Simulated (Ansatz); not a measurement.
Two isomers of C4H9N: A = `CN1CCC1`, B = `C1CCNC1`.

Computed with Ansatz on PBE0-D4/def2-TZVP structures; ΔE is electronic, products minus reactants. CCSD(T)/CBS adds triple-zeta CCSD(T) − MP2 to the extrapolated MP2 energy (def2 sets, frozen cores). Functionals use def2-TZVPP. B3LYP here is the variant with VWN-RPA as its local correlation; programs differ in this.

(1) Which is lower in electronic energy at CCSD(T)/CBS, and by how much? (Best estimate.)

(2) Give E(B) − E(A) in kcal/mol with PBE-D4, B3LYP, CCSD/def2-TZVPP, CCSD(T)/def2-TZVPP, ωB97M-V, MP2/def2-TZVPP, B2PLYP. (Estimate.)

Largest T1 diagnostic: 0.009.

Answers

(1) Ansatz gave: B, by 22.9 kcal/mol.

(2) Ansatz gave: PBE-D4 -21.0, B3LYP -21.0, CCSD/def2-TZVPP -22.4, CCSD(T)/def2-TZVPP -22.4, ωB97M-V -22.1, MP2/def2-TZVPP -22.7, B2PLYP -21.8. None reverses the order clearly.

From PBE to PBE0 (25 % exact exchange), in def2-TZVPP and without D4, E(B) − E(A) moves by −1.2 kcal/mol.
